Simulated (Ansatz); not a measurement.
Here is an Ansatz 0.2.0 calculation.

Contents of input.yaml:

```yaml
crystal:
  lattice:
    - [3.16, 0.0, 0.0]
    - [0.0, 4.4689148571, 0.0]
    - [0.0, 0.0, 23.9378297142]
  atoms:
    - { symbol: Sb, position: [0.0, 0.5, 0.3133116114] }
    - { symbol: Sb, position: [0.0, 0.0, 0.4066558057] }
    - { symbol: Sb, position: [0.0, 0.5, 0.5] }
    - { symbol: Sb, position: [0.0, 0.0, 0.5933441943] }
    - { symbol: Sb, position: [0.0, 0.5, 0.6866883886] }
hamiltonian:
  xc: pbe
  pseudopotentials: { kind: paw }
kpoints:
  mp_grid: { grid: [8, 6, 1] }
scf:
  occupations: { method: fermi_dirac, width: 0.05 }
output:
  forces: true
  eigenvalues: true
efield:
  axis: 3
  dipole_correction: true
  ramp_width: 0.04
```

Potentials or basis: Ansatz PAW.

Run with:

```sh
$ ansatz run input.yaml --threads 4 --pin off --max-ram 11264MiB --backend cpu --events-out ev --progress --plain --runs-dir out
```

Task: Predict the work function of the lower face.

Result: 4.45 eV.

Task: Estimate the dipole across the slab.

Result: 0.000 e·Å.

Forces in eV/Å, atoms in the order of the input:
```
Sb   0.000  0.000  0.822
Sb   0.000  0.000 -0.740
Sb   0.000  0.000  0.000
Sb   0.000  0.000  0.740
Sb   0.000  0.000 -0.822
```

Spin-orbit coupling is left out, which matters for the levels of Sb.
